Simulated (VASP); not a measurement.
A run of VASP 6.6.1 is set up as follows.

Contents of INCAR:

```
SYSTEM = Te
PREC = Accurate
ENCUT = 450
EDIFF = 1E-7
ISMEAR = 0
SIGMA = 0.02
LREAL = .FALSE.
LASPH = .TRUE.
NELM = 80
ALGO = Fast
ISIF = 2
LWAVE = .FALSE.
LCHARG = .FALSE.
GGA = PE
```

File KPOINTS:

```
Automatic mesh
0
G
  5 5 5
  0 0 0
```

File POSCAR:

```
Te
1.0
    2.3059043427      1.3313144930      1.6909537039
   -2.3059043427      1.3313144930      1.6909537039
    0.0000000000     -2.6626289860      1.6909537039
Te
1
Direct
    0.5000000000      0.5000000000      0.5000000000
```

Potentials or basis: VASP PAW PBE potentials, release 64 (Te_GW).

The run is started by

```console
$ cat potpaw_PBE.64/Te_GW/POTCAR > POTCAR
$ mpirun -np 1 vasp_std > vasp.out
```

(1) Predict the band gap on the k mesh.

(2) What does it give for the pressure?

Answers

(1) none (metal or under the smearing width).

(2) 1.8 GPa.

Caveat: the k mesh is coarse (spacing up to 0.40 Å⁻¹), so the values aren't converged.
